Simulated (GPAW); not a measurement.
Write an ASE script for GPAW 26.7.0 that does the following.

| Item | Value |
| --- | --- |
| Task | single point |
| Functional | TB-mBJ |
| Potentials or basis | GPAW PAW data sets for LDA (gpaw-data 1.2.1) |
| Cutoff | 600 eV |
| Basis | pw |
| k mesh | 6 × 6 × 4 |
| Occupations | fermi-dirac, width 0.05 eV |
| Spin | no spin polarisation |
| Maxiter | 150 |

Crystal: SiGe.

```
Ge Si
1.0
     3.90445    0.00000    0.00000
    -1.95223    3.38135    0.00000
     0.00000    0.00000    6.45078
Ge Si
2 2
Direct
  0.33333 0.66667 0.00039
  0.66667 0.33333 0.50039
  0.33333 0.66667 0.37461
  0.66667 0.33333 0.87461
```

The cell comes from a database or a generator and needn't be the stable form of this composition.

The input as run:

run.py

```python
from ase import Atoms
from ase.dft.bandgap import bandgap
from ase.io import write
from gpaw import GPAW, PW

atoms = Atoms(['Ge', 'Ge', 'Si', 'Si'],
              cell=[[3.9044512986, 0.0, 0.0],
                    [-1.9522256493, 3.3813540124, 0.0],
                    [0.0, 0.0, 6.450783]],
              scaled_positions=[[0.3333333333, 0.6666666667, 0.000392],
                                [0.6666666667, 0.3333333333, 0.500392],
                                [0.3333333333, 0.6666666667, 0.374607],
                                [0.6666666667, 0.3333333333, 0.874607]],
              pbc=True)

calc = GPAW(mode=PW(600),
            xc='TB09',
            kpts={'size': (6, 6, 4), 'gamma': True},
            occupations={'name': 'fermi-dirac', 'width': 0.05},
            nbands=18,
            convergence={'density': 1e-05, 'energy': 1e-05},
            eigensolver='cg',
            maxiter=150,
            txt='gpaw.txt')
atoms.calc = calc
energy = atoms.get_potential_energy()
calc.write('gs.gpw')
write('result.traj', atoms)
print('Fermi level:', round(calc.get_fermi_level(), 4), 'eV')
print(f'Gap: {bandgap(calc)[0]:.4f} eV, direct: {bandgap(calc, direct=True)[0]:.4f} eV')
```

Potentials or basis: GPAW PAW data sets for LDA (gpaw-data 1.2.1), pw.

Command:

```bash
$ OMP_NUM_THREADS=1 python run.py
```

Results of the run:

The band gap on the k mesh is 1.06 eV, indirect (least direct gap 1.18 eV).

Caveat: a model potential gives levels but no total energy.

It took 77 s on 1 thread of Arm Neoverse V2, on a shared host, peak memory 0.26 GiB.
